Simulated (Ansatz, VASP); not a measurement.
NaF in VASP and in Ansatz

```xyz
2
Lattice="0.0000 2.3143 2.3143 2.3143 0.0000 2.3143 2.3143 2.3143 0.0000" Properties=species:S:1:pos:R:3 pbc="T T T"
Na    0.0000    0.0000    0.0000
F     2.3143    2.3143    2.3143
```

Alike in both runs: task single point; functional PBE; dispersion D3(BJ); k mesh 8 × 8 × 8; occupations gaussian, width 0.05 eV; no spin polarisation.

```csv
,VASP,Ansatz
version,VASP 6.6.1,Ansatz 0.2.0
potentials or method,"VASP PAW PBE potentials, release 64 (Na_pv, F)","scalar-relativistic, plane waves, PAW"
plane-wave cutoff (eV),520,420
valence electrons in the cell,14,16
```

Ansatz gave:

```
gap on the k mesh at the Fermi level (eV) : 6.34
least direct gap on the mesh (eV)         : 6.34
pressure (GPa)                            : 0.0
dispersion energy (meV/atom)              : -174.3
```

Problem. What did VASP give for the same quantities?

Solution. gap on the k mesh at the Fermi level (eV): 6.32; least direct gap on the mesh (eV): 6.32; pressure (GPa): -0.1; dispersion energy (meV/atom): -174.2.

The two sets of potentials don't hold the same shells in valence.

As with any semilocal functional, this PBE gap is likely too small.
